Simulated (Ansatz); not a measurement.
A run of Ansatz 0.2.0 is set up as follows.

The input input.yaml:

```yaml
crystal:
  lattice:
    - [-1.6915100431, 2.5151650373, 1.8589441358]
    - [1.6915100431, -2.5151650373, 1.8589441358]
    - [1.6915100431, 2.5151650373, -1.8589441358]
  atoms:
    - { symbol: P, position: [0.699217, 0.961522, 0.771815] }
    - { symbol: P, position: [0.30243, 0.049051, 0.24301] }
hamiltonian:
  xc: pbe
  pseudopotentials: { kind: paw }
kpoints:
  mp_grid: { grid: [11, 11, 11] }
scf:
  occupations: { method: fermi_dirac, width: 0.05 }
output:
  forces: true
  stress: true
  eigenvalues: true
```

Potentials or basis: Ansatz PAW.

Command:

```console
$ ansatz run input.yaml --threads 2 --pin off --max-ram 5120MiB --backend cpu --events-out ev --progress --plain --runs-dir out
```

Question: What does it give for the largest force?

Answer: 0.908 eV/Å.

Question: Estimate the band gap on the k mesh.

Answer: None (metal or under the smearing width).

Question: Estimate the pressure.

Answer: 3.6 GPa.

Forces on the atoms (eV/Å):
```
P   -0.673 -0.046  0.607
P    0.673  0.046 -0.607
```
